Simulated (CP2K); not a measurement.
# Ta in CP2K: the effect of dispersion

Ta:

```
Ta
1.0
     2.86010    0.00000    0.00000
    -0.95337    2.69653    0.00000
    -0.95337   -1.34826    2.33526
Ta
1
Direct
  0.00000 0.00000 0.00000
```

Alike in all runs:

- Program: CP2K 2026.2
- Task: single point
- Functional: PBE
- Potentials or basis: POTENTIAL_UZH Ta GTH-PBE-q13; TZVP-MOLOPT-PBE-GTH basis
- Density cutoff: 6123 eV
- k mesh: 11 × 11 × 11
- Occupations: fermi-dirac, width 0.05 eV
- Spin: no spin polarisation

Question: One run gave: pressure 0.1 GPa. Which dispersion did it use?
A. D3
B. D4
C. D3(BJ)+ATM
D. D3(BJ)
E. rVV10

Answer: E.

| dispersion | pressure (GPa) |
| --- | --- |
| none | 1.5 |
| D3 | -5.1 |
| D3(BJ) | -4.6 |
| D4 | -1.3 |
| rVV10 | 0.1 |
| D3(BJ)+ATM | -3.8 |

Caveats: the basis of atomic orbitals isn't converged, which shifts pressures, moduli and gaps; pairwise dispersion overbinds metals, which lowers pressure and volume (some runs).

Not every run made on this cell is shown here.
